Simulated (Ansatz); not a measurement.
# CdS (Hawleyite): the cost of one run

Computed with Ansatz 0.2.0 (DFT PBEsol, frozen-core PAW, scalar-relativistic unless said, unless a step's input says otherwise).

## Step 1: The system as given

Symmetry: F-43m, No. 216, cubic system. Conventional cell: a = 5.833 Å, b = 5.833 Å, c = 5.833 Å, α = 90.00°, β = 90.00°, γ = 90.00°. Cd (site symmetry -43m) has 4 S at 2.53 Å as nearest neighbours. S (site symmetry -43m) is surrounded by 4 Cd at 2.53 Å.

Coordinates:

```
Cd S
1.0
     0.00000    2.91650    2.91650
     2.91650    0.00000    2.91650
     2.91650    2.91650    0.00000
Cd S
1 1
Cartesian
  0.0000 0.0000 0.0000
  4.3748 4.3748 4.3748
```

Cartesian axes are those of the input's lattice vectors. The structure goes back to a database entry.

## Step 2: Cell and atoms relaxed, PAW

The input, input.yaml:

```yaml
crystal:
  lattice:
    - [0.0, 2.9165, 2.9165]
    - [2.9165, 0.0, 2.9165]
    - [2.9165, 2.9165, 0.0]
  atoms:
    - { symbol: Cd, position: [0.0, 0.0, 0.0] }
    - { symbol: S, position: [0.75, 0.75, 0.75] }
kpoints:
  mp_grid: { grid: [14, 14, 14] }
scf:
  occupations: { method: fermi_dirac, width: 0.1 }
hamiltonian:
  xc: pbesol
  pseudopotentials: { kind: paw }
relax:
  f_tol: 0.002
  max_steps: 80
  cell: {}
output:
  forces: true
  stress: true
```

The run is started by

```console
> ansatz run input.yaml --threads 1 --pin off --max-ram 3072MiB --backend cpu --events-out ev --progress --plain --runs-dir out
```

**Question.** How long does this run take on 1 thread of Arm Neoverse V2, shared host, and how much memory does it need?

About 14 s, with a peak of 0.39 GiB.
